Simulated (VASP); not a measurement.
A run of VASP 6.6.1 is set up as follows.

INCAR

```
PREC = Accurate
ENCUT = 520
EDIFF = 1E-6
ISMEAR = -1
SIGMA = 0.05
LREAL = F
LASPH = T
NELM = 100
ALGO = Normal
ISIF = 2
LWAVE = F
LCHARG = F
ISPIN = 2
MAGMOM = 4 4 0 0 0 0
LORBIT = 11
LMAXMIX = 4
GGA = 91
NBANDS = 40
```

Contents of KPOINTS:

```
regular mesh
0
Gamma
  6 6 8
```

The input POSCAR:

```
MnF2
1.0
    4.8738000000      0.0000000000      0.0000000000
    0.0000000000      4.8738000000      0.0000000000
    0.0000000000      0.0000000000      3.3107000000
Mn F
2 4
Direct
    0.5000000000      0.5000000000      0.5000000000
    0.0000000000      0.0000000000      0.0000000000
    0.8053000000      0.1947000000      0.5000000000
    0.6947000000      0.6947000000      0.0000000000
    0.1947000000      0.8053000000      0.5000000000
    0.3053000000      0.3053000000      0.0000000000
```

Contents of KPOINTS_OPT:

```
path GXMGZRAZ,XR,MA
20
line-mode
reciprocal
 0.0000000000  0.0000000000  0.0000000000  G
 0.0000000000  0.5000000000  0.0000000000  X

 0.0000000000  0.5000000000  0.0000000000  X
 0.5000000000  0.5000000000  0.0000000000  M

 0.5000000000  0.5000000000  0.0000000000  M
 0.0000000000  0.0000000000  0.0000000000  G

 0.0000000000  0.0000000000  0.0000000000  G
 0.0000000000  0.0000000000  0.5000000000  Z

 0.0000000000  0.0000000000  0.5000000000  Z
 0.0000000000  0.5000000000  0.5000000000  R

 0.0000000000  0.5000000000  0.5000000000  R
 0.5000000000  0.5000000000  0.5000000000  A

 0.5000000000  0.5000000000  0.5000000000  A
 0.0000000000  0.0000000000  0.5000000000  Z

 0.0000000000  0.5000000000  0.0000000000  X
 0.0000000000  0.5000000000  0.5000000000  R

 0.5000000000  0.5000000000  0.0000000000  M
 0.5000000000  0.5000000000  0.5000000000  A
```

Potentials or basis: VASP PAW PBE potentials, release 64 (Mn_pv, F).

The run is started by

```console
$ cat potpaw_PBE.64/Mn_pv/POTCAR potpaw_PBE.64/F/POTCAR > POTCAR
$ mpirun -np 1 vasp_std > vasp.out
```

(1) Predict the site moments.

(2) Estimate the pressure.

(3) Predict the band gap along the path.

Answers

(1) Mn +4.58; F +0.09 μB.

(2) 3.3 GPa.

(3) 1.14 eV, direct.

Caveat: the PAW data sets were made with another functional, which shifts forces and pressure a little; only a ferromagnetic start was run, and an antiferromagnetic order may lie lower in energy.
